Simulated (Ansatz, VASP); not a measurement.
**Zn in VASP and in Ansatz**

```xyz
1
Lattice="0.0000 1.8955 1.8955 1.8955 0.0000 1.8955 1.8955 1.8955 0.0000" Properties=species:S:1:pos:R:3 pbc="T T T"
Zn    0.0000    0.0000    0.0000
```

Alike in both runs: task single point; functional PBEsol; k mesh 16 × 16 × 16; occupations fermi-dirac, width 0.1 eV; no spin polarisation.

|  | VASP | Ansatz |
| --- | --- | --- |
| version | VASP 6.6.1 | Ansatz 0.2.0 |
| potentials or method | VASP PAW PBE potentials, release 64 (Zn) | plane waves (420 eV) with PAW, scalar-relativistic |
| plane-wave cutoff (eV) | 520 | 420 |
| valence electrons in the cell | 12 | 12 |

|  | VASP | Ansatz | Ansatz less VASP |
| --- | --- | --- | --- |
| pressure (GPa) | 4.1 | 3.5 | -0.55 |

The functional is the same, so the differences come from potentials, cutoffs and numerics. Ansatz warned: «pseudo_functional_mismatch».

Caveats: the PAW data sets were made with another functional, which shifts forces and pressure a little (VASP).
